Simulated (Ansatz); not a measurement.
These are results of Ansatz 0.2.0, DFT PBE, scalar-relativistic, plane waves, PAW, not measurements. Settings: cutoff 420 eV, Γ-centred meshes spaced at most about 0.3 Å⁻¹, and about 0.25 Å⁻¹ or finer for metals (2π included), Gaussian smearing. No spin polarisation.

All energies are static (0 K, no zero-point motion).

Two relaxed structures of Bi6Te:

A.

Space group P6/mmm (No. 191). a = 9.226 Å, b = 9.226 Å, c = 3.254 Å, α = 90.00°, β = 90.00°, γ = 120.00°
| atom | site | symmetry | x | y | z |
| --- | --- | --- | --- | --- | --- |
| Bi | 6l | mm2 | 0.2139 | 0.7861 | 0.0000 |
| Te | 1a | 6/mmm | 0.0000 | 0.0000 | 0.0000 |

B.

Space group P-31m (No. 162). a = 6.660 Å, b = 6.660 Å, c = 6.287 Å, α = 90.00°, β = 90.00°, γ = 120.00°
| atom | site | symmetry | x | y | z |
| --- | --- | --- | --- | --- | --- |
| Bi | 6k | ..m | 0.4295 | 0.0000 | 0.2474 |
| Te | 1a | -3.m | 0.0000 | 0.0000 | 0.0000 |

**Question.** Which form is favoured at zero pressure, and by what margin per atom?

**Answer.** A is lower, by 26 meV/atom. A has space group P6/mmm (No. 191), 34.3 Å³/atom and no gap on its mesh; B has space group P-31m (No. 162), 34.5 Å³/atom and no gap. Counting Bi atoms around Te (those within 1.25 times the shortest such distance or 1.15 times the sum of covalent radii, 1.27 where that leaves under three; the shortest distance is added where it exceeds 1.18 times the sum of covalent radii), A has Te 6 from 3.4 Å and B has Te 6. Even the lower one lies +0.06 eV/atom against the reference forms of the elements (uncorrected), so neither is stable at this level. Both come from invented guesses. The lowest form computed isn't among them: it has space group R-3m (No. 166), 35.0 Å³/atom and lies 51 meV/atom below the best shown.

The k mesh leaves some 4 meV/atom of noise in the energy of each metallic cell. These runs have no spin–orbit coupling, which can matter for Bi and Te. Cells relaxed within their symmetry can be saddle points. Some structure types and database cells were kept out of the candidates from the start, so a known form may be missing.
